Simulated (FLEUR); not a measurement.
**FeO in FLEUR: the effect of volume factor**

Crystal: FeO.

```xyz
2
Lattice="-1.6538 1.6538 2.1506 1.6538 -1.6538 2.1506 1.6538 1.6538 -2.1506" Properties=species:S:1:pos:R:3 pbc="T T T"
Fe    0.0000    0.0000    0.0000
O     0.0000    0.0000    2.1506
```

The cell comes from a database or a generator and needn't be the stable form of this composition.

Alike in all runs:

```yaml
Program: FLEUR MaX-R8.1 (later development tree)
Task: single point
Functional: PBEsol
Potentials_or_basis: all-electron
Basis: FLAPW
Kmax: 5.16 1/bohr
k_mesh: 12 × 12 × 12
Occupations: fermi-dirac, width 0.05 eV
Spin: collinear spin, ferromagnetic start
Starting_moments: "[3.0, 0.0] μB"
```

| volume factor | moment (μB) |
| --- | --- |
| 1.1 | 4.01 |
| 1.05 | 4.01 |
| 1 | 4.00 |
| 0.95 | 4.00 |
| 0.9 | 3.96 |
| 0.85 | 3.83 |
| 0.8 | ? |

**Question.** What does the run with volume factor 0.8 give?

**Answer.** Moment 3.64 μB.

Worked out: A parabola through the other rows of the moment, of slope 2.53 μB per unit of volume factor there, extrapolates to 3.73 μB, against the run's 3.64. The fit is too stiff a form for this range.

Caveats: a cell with one magnetic atom can't hold antiferromagnetic order, which such compounds often take.
